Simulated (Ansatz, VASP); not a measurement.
## InAs: VASP beside Ansatz

```
In As
1.0
     3.54816    0.00000    0.00000
     0.00000    3.54816    0.00000
     0.00000    0.00000    3.54816
In As
1 1
Direct
  0.00000 0.00000 0.00000
  0.50000 0.50000 0.50000
```

Alike in both runs: task single point; functional PBE; k mesh 6 × 6 × 6; occupations gaussian, width 0.1 eV; no spin polarisation.

|  | VASP | Ansatz |
| --- | --- | --- |
| version | VASP 6.6.1 | Ansatz 0.2.0 |
| potentials or method | VASP PAW PBE potentials, release 64 (In_d, As) | scalar-relativistic, plane waves, PAW |
| plane-wave cutoff (eV) | 520 | 420 |
| valence electrons in the cell | 18 | 28 |

VASP gave:

* gap on the k mesh at the Fermi level (eV): none
* pressure (GPa): 1.2

**Question.** What did Ansatz give for the same quantities?

**Answer.** gap on the k mesh at the Fermi level (eV): none; pressure (GPa): 1.1.

A gap of «none» marks a metal or a gap that the smearing closes. The functional is the same, so the differences come from potentials, cutoffs and numerics. The two sets of potentials don't hold the same shells in valence.
